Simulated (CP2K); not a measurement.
The system is TaN.

```xyz
6
Lattice="5.1960 0.0000 0.0000 -2.5980 4.4999 0.0000 0.0000 0.0000 2.9110" Properties=species:S:1:pos:R:3 pbc="T T T"
Ta    0.0000    0.0000    0.0000
Ta    2.5980    1.5000    1.4555
Ta    0.0000    2.9999    1.4555
N    -1.0206    1.7678    0.0000
N     1.5774    2.7321    0.0000
N     2.0412    0.0000    0.0000
```

Base run:

* Program: CP2K 2026.2
* Functional: vdW-DF2
* Potentials or basis: POTENTIAL_UZH Ta GTH-PBE-q13, N GTH-PBE-q5; DZVP-MOLOPT-PBE-GTH basis
* Density cutoff: 9184 eV
* k mesh: 6 × 6 × 9
* Occupations: fermi-dirac, width 0.05 eV
* Spin: no spin polarisation

Its results: band gap on the k mesh none (metal or under the smearing width); pressure 17.9 GPa; largest force 0.021 eV/Å.

Task: The run is repeated on the same cell with these changes: functional from vdW-DF2 to LDA. What comes out?

Result: Band gap on the k mesh none (metal or under the smearing width); pressure -8.3 GPa; largest force 0.027 eV/Å.

Caveats: the potentials were made for another functional, which shifts forces and pressure; the basis of atomic orbitals isn't converged, which shifts pressures, moduli and gaps.
